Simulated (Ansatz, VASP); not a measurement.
One calculation of GaN, two programs

The input INCAR:

```
SYSTEM = GaN
PREC     = Accurate       ! precision mode
ENCUT    = 520            ! plane-wave cutoff, eV
EDIFF    = 1E-6           ! SCF threshold, eV
ISMEAR   = 0              ! smearing method
SIGMA    = 0.03           ! smearing width, eV
LREAL    = .False.        ! projectors in reciprocal space
LASPH    = .True.         ! aspherical terms in the spheres
NELM     = 80             ! most SCF steps
ALGO     = Fast           ! electronic algorithm
ISIF     = 2              ! what is computed and relaxed
LWAVE    = .False.        ! write WAVECAR
LCHARG   = .False.        ! write CHGCAR
GGA      = CA             ! functional
NBANDS   = 16             ! bands
```

The input KPOINTS:

```
Automatic mesh
0
Gamma
  14 14 14
  0 0 0
```

File POSCAR:

```
GaN
1.0
    0.0000000000      2.1032064750      2.1352350000
    2.1032064750      0.0000000000      2.1352350000
    2.1032064750      2.1032064750      0.0000000000
Ga N
1 1
Direct
    0.0000000000      0.0000000000      0.0000000000
    0.5000000000      0.5000000000      0.5000000000
```

Input for Ansatz:

```yaml
crystal:
  lattice:
    - [0.0, 2.103206475, 2.135235]
    - [2.103206475, 0.0, 2.135235]
    - [2.103206475, 2.103206475, 0.0]
  atoms:
    - { symbol: Ga, position: [0.0, 0.0, 0.0] }
    - { symbol: "N", position: [0.5, 0.5, 0.5] }
basis:
  ecutwfc: 420
kpoints:
  mp_grid: { grid: [14, 14, 14] }
hamiltonian:
  xc: lda
scf:
  occupations: { method: gaussian, width: 0.03 }
output:
  forces: true
  stress: true
  eigenvalues: true
```

Change from the starting cell: strain -0.015 along x and y, +0.000 along z, atoms carried along.

Alike in both runs: task single point; functional LDA; k mesh 14 × 14 × 14; occupations gaussian, width 0.03 eV; no spin polarisation.

|  | VASP | Ansatz |
| --- | --- | --- |
| version | VASP 6.6.1 | Ansatz 0.2.0 |
| potentials or method | VASP PAW LDA potentials, release 64 (Ga_d, N) | scalar-relativistic, plane waves, PAW |
| plane-wave cutoff (eV) | 520 | 420 |
| valence electrons in the cell | 18 | 18 |

```tsv
	VASP	Ansatz	Ansatz less VASP
gap on the k mesh at the Fermi level (eV)	0.34	0.32	-0.018
least direct gap on the mesh (eV)	2.73	2.70	-0.029
pressure (GPa)	-6.4	-7.6	-1.20
largest component of the traceless stress (GPa)	1.69	1.59	-0.097
```

A k mesh can miss the band edges.
